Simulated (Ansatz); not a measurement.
The calculation used Ansatz 0.2.0, DFT PBE+D3(BJ), scalar-relativistic, plane waves, PAW. Settings: cutoff 420 eV, Γ-centred meshes spaced at most about 0.3 Å⁻¹ (2π included), Gaussian smearing. No spin polarisation.

Each guess is relaxed in cell and atoms at zero pressure, on a coarse mesh first where it starts far from rest and then on a converged one. The steps can't lower the symmetry of the start, but it can rise. Energies are static (0 K, no zero-point motion).

This guess for NaI isn't its lowest structure:

```cif
data_structure
_symmetry_space_group_name_H-M 'Cmmm'
_symmetry_Int_Tables_number 65
_cell_length_a 4.4290
_cell_length_b 7.5600
_cell_length_c 4.4290
_cell_angle_alpha 90.000
_cell_angle_beta 90.000
_cell_angle_gamma 90.000
_cell_volume 148.30
loop_
_atom_site_label
_atom_site_type_symbol
_atom_site_symmetry_multiplicity
_atom_site_Wyckoff_symbol
_atom_site_fract_x
_atom_site_fract_y
_atom_site_fract_z
_atom_site_occupancy
Na1 Na 2 a 0.00000 0.00000 0.00000 1
I1 I 2 c 0.50000 0.00000 0.50000 1
```

**Question.** What does it relax into?

**Answer.** Cmmm at 37.1 Å³/atom → Cmmm at 33.2 Å³/atom. Conventional cell: a = 4.765 Å, b = 6.793 Å, c = 4.105 Å. Na is surrounded by 4 I at 3.14 Å; I is surrounded by 4 Na at 3.14 Å.

```
Na I
1.0
     2.38247   -3.39649    0.00000
     2.38247    3.39649    0.00000
     0.00000    0.00000    4.10478
Na I
1 1
Cartesian
  0.0000 0.0000 0.0000
  2.3825 0.0000 2.0524
```

**Question.** How far does this end lie above the lowest form of NaI relaxed in the same way, and what is that form?

**Answer.** It lies 136 meV/atom above the lowest of the 4 forms computed, a structure that the Crystallography Open Database (COD) lists, of the rock salt type. Space group Fm-3m (No. 225), cubic, a = 6.359 Å. Na has 6 I at 3.18 Å; I is surrounded by 6 Na at 3.18 Å. That form has 32.1 Å³/atom and a gap of 3.79 eV on its mesh; the guess's end has 2.49 eV. Counting I atoms around Na (those within 1.25 times the shortest such distance or 1.15 times the sum of covalent radii), the guess's end has Na 4 and the lowest form has Na 6.

Spin–orbit coupling, which can matter for I, is left out. Kohn–Sham gaps at this level usually fall short of measured ones. The missing spin–orbit coupling can work the other way here. Some candidate types were left out of the draw beforehand, so a known form may be missing.
